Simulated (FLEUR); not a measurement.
A run of FLEUR MaX-R8.1 (later development tree) is set up as follows.

The input inp.xml:

```xml
<?xml version="1.0" encoding="UTF-8" standalone="no"?>
<fleurInput fleurInputVersion="0.39">
   <comment>
      CuO                                                                                                 
   </comment>
   <calculationSetup>
      <cutoffs Kmax="5.24" Gmax="16.2" GmaxXC="16.2" numbands="0"/>
      <scfLoop itmax="100" minDistance="0.0002" maxIterBroyd="50" imix="Anderson" alpha="0.05" precondParam="0.0" spinf="2.0" sdNocoIR="T"/>
      <coreElectrons ctail="T" frcor="F" kcrel="0" coretail_lmax="0"/>
      <xcFunctional name="PBEs" relativisticCorrections="F"/>
      <magnetism jspins="1"/>
      <soc l_soc="F" theta="0.0" phi="0.0" spav="F"/>
      <expertModes spex="0" secvar="F"/>
      <geometryOptimization l_f="F" forcealpha="1.0" forcemix="BFGS" epsdisp="0.00001" epsforce="0.00001"/>
      <ldaU l_linMix="F" mixParam="0.05" spinf="1.0"/>
   </calculationSetup>
   <cell>
      <bzIntegration valenceElectrons="50.0" mode="hist" fermiSmearingEnergy="0.00183747">
         <kPointListSelection listName="default-1"/>
         <!-- k-points included here -->
         <xi:include xmlns:xi="http://www.w3.org/2001/XInclude" href="kpts.xml"> </xi:include>
      </bzIntegration>
      <!-- symmetry operations included here -->
      <xi:include xmlns:xi="http://www.w3.org/2001/XInclude" href="sym.xml"> </xi:include>
      <bulkLattice scale="1.0">
         <bravaisMatrix>
            <row-1>    4.4307463580433897    -3.2378567418896398     0.0000000000000000</row-1>
            <row-2>    4.4307463580433897     3.2378567418896398     0.0000000000000000</row-2>
            <row-3>   -1.6262120466597478     0.0000000000000000     9.5609491270371745</row-3>
         </bravaisMatrix>
      </bulkLattice>
   </cell>
   <atomSpecies>
      <species name="Copper (Cu)" element="Cu" atomicNumber="29">
         <mtSphere radius="1.87" gridPoints="625" logIncrement="0.019"/>
         <atomicCutoffs lmax="8" lnonsphr="8"/>
         <electronConfig flipSpins="F">
            <coreConfig>(1s1/2) (2s1/2) (2p1/2) (2p3/2)</coreConfig>
            <valenceConfig>(3s1/2) (3p1/2) (3p3/2) (4s1/2) (3d3/2) (3d5/2)</valenceConfig>
            <stateOccupation state="(4s1/2)" spinUp="0.500000" spinDown="0.500000"/>
         </electronConfig>
         <energyParameters s="4" p="4" d="3" f="4"/>
         <ldaU l="2" U="3" J="0.0" l_amf="F"/>
         <lo type="SCLO" l="0" n="3" eDeriv="0"/>
         <lo type="SCLO" l="1" n="3" eDeriv="0"/>
         <lo type="SCLO" l="1" n="3" eDeriv="1"/>
         <lo type="SCLO" l="3" n="4" eDeriv="2"/>
      </species>
      <species name="Oxygen (O)" element="O" atomicNumber="8">
         <mtSphere radius="1.43" gridPoints="481" logIncrement="0.022"/>
         <atomicCutoffs lmax="8" lnonsphr="8"/>
         <electronConfig flipSpins="F">
            <coreConfig>(1s1/2)</coreConfig>
            <valenceConfig>(2s1/2) (2p1/2) (2p3/2)</valenceConfig>
            <stateOccupation state="(2p1/2)" spinUp="0.666667" spinDown="0.666667"/>
            <stateOccupation state="(2p3/2)" spinUp="1.333333" spinDown="1.333333"/>
         </electronConfig>
         <energyParameters s="2" p="2" d="3" f="4"/>
         <lo type="SCLO" l="0" n="2" eDeriv="2"/>
         <lo type="SCLO" l="1" n="2" eDeriv="2"/>
         <lo type="SCLO" l="2" n="3" eDeriv="2"/>
      </species>
   </atomSpecies>
   <atomGroups>
      <atomGroup species="Copper (Cu)">
         <relPos label="                   1">.4968000000 .0032000000 1.000/2.000</relPos>
         <relPos label="                   2">.0032000000 .4968000000 .0000000000</relPos>
         <force calculate="T" relaxXYZ="TTT"/>
      </atomGroup>
      <atomGroup species="Oxygen (O)">
         <relPos label="                   3">.4056000000 -.4286000000 -.2463000000</relPos>
         <relPos label="                   4">-.4286000000 .4056000000 .2537000000</relPos>
         <force calculate="T" relaxXYZ="TTT"/>
      </atomGroup>
   </atomGroups>
   <output dos="F" band="F" slice="F">
      <checks vchk="F" cdinf="F"/>
      <bandDOS minEnergy="-.5*Htr" maxEnergy="0.5*Htr" sigma="0.015" storeEVData="T"/>
      <vacuumDOS vacdos="F" integ="F" star="F" nstars="0" locx1="0.0" locy1="0.0" locx2="0.0" locy2="0.0" nstm="0" tworkf="0.0"/>
      <unfoldingBand unfoldBand="F" supercellX="1" supercellY="1" supercellZ="1"/>
      <plotting iplot="0" polar="F">
         <plot TwoD="T" vec1="  1.0  0.0  0.0" vec2="  0.0  1.0  0.0" vec3="  0.0  0.0  1.0" zero="  0.0  0.0  0.0" file="plot"/>
      </plotting>
      <chargeDensitySlicing numkpt="0" minEigenval="0.0" maxEigenval="0.0" nnne="0" pallst="F"/>
      <specialOutput eonly="F"/>
      <moessbauerParams electricFieldGradient="T" isomerShift="T" coreHyperfine="T" valenceHyperfine="T"/>
      <magneticCircularDichroism mcd="F" energyLo="-10.0" energyUp="0.0"/>
   </output>
  <!-- We include the file relax.xml here to enable relaxations (see documentation) -->
  <xi:include xmlns:xi="http://www.w3.org/2001/XInclude" href="relax.xml"> <xi:fallback/> </xi:include>
</fleurInput>
```

crystal.txt

```
CuO
&input cartesian=F /
2.3446500000  -1.7134000000  0.0000000000
2.3446500000  1.7134000000  0.0000000000
-0.8605543552  0.0000000000  5.0594363927
1.8897261246
1.0 1.0 1.0

4
29 0.4968000000  0.0032000000  0.5000000000
29 0.0032000000  0.4968000000  0.0000000000
8 0.4056000000  0.5714000000  0.7537000000
8 0.5714000000  0.4056000000  0.2537000000

&kpt div1=8 div2=8 div3=4 gamma=T /
```

Potentials or basis: all-electron, FLAPW.

Command:

```bash
$ inpgen -f crystal.txt -profile fastHighL
$ # inp.xml edited to the form shown
$ fleur_MPI
```

Problem. Estimate the band gap on the k mesh.

Solution. None (metal or under the smearing width).

Core levels (eV from the Fermi level):
```
atom                                                    levels
1 Cu  1s1/2 -8837.9, 2s1/2 -1058.5, 2p1/2 -927.2, 2p3/2 -906.7
2 Cu  1s1/2 -8837.9, 2s1/2 -1058.5, 2p1/2 -927.2, 2p3/2 -906.7
 3 O                                              1s1/2 -504.8
 4 O                                              1s1/2 -504.8
```

Caveat: the run has no spin polarisation, though such a crystal can be magnetic; U without spin polarisation on a metal has little footing.
